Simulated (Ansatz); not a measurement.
SrF2:
Space group Fm-3m (No. 225); a = b = c = 5.7906 Å, α = β = γ = 90.00°

```csv
atom,site,symmetry,x,y,z
Sr,4a,m-3m,0.0000,0.0000,0.0000
F,8c,-43m,0.2500,0.2500,0.2500
```
(The calculation used a cell of 3 atoms; values per cell refer to that cell.)

Relaxed with r²SCAN.

Problem. Tabulate the valence density and the electron localisation function along the shortest Sr–F contact (2.51 Å), r²SCAN (plane waves, PAW; program Ansatz).

Solution. 

| distance from Sr (Å) | density (e/Å³) | ELF |
|---|---|---|
| 0.25 | 2.05 | 0.18 |
| 0.38 | 2.64 | 0.52 |
| 0.50 | 2.71 | 0.76 |
| 0.63 | 2.26 | 0.85 |
| 0.75 | 1.60 | 0.87 |
| 0.88 | 0.99 | 0.83 |
| 1.00 | 0.56 | 0.64 |
| 1.13 | 0.32 | 0.26 |
| 1.25 | 0.22 | 0.07 |
| 1.38 | 0.21 | 0.07 |
| 1.50 | 0.29 | 0.24 |
| 1.63 | 0.49 | 0.57 |
| 1.76 | 0.91 | 0.76 |
| 1.88 | 1.79 | 0.81 |
| 2.01 | 3.63 | 0.81 |
| 2.13 | 6.67 | 0.75 |
| 2.26 | 10.19 | 0.62 |

The density is the valence pseudo-density with augmentation charge, so density and ELF within about 1 Å of a nucleus are not all-electron values.

Symmetry was held in the r²SCAN relaxation; phonons on a q-mesh show no instability.

Potentials: the later of the program's two PAW sets.
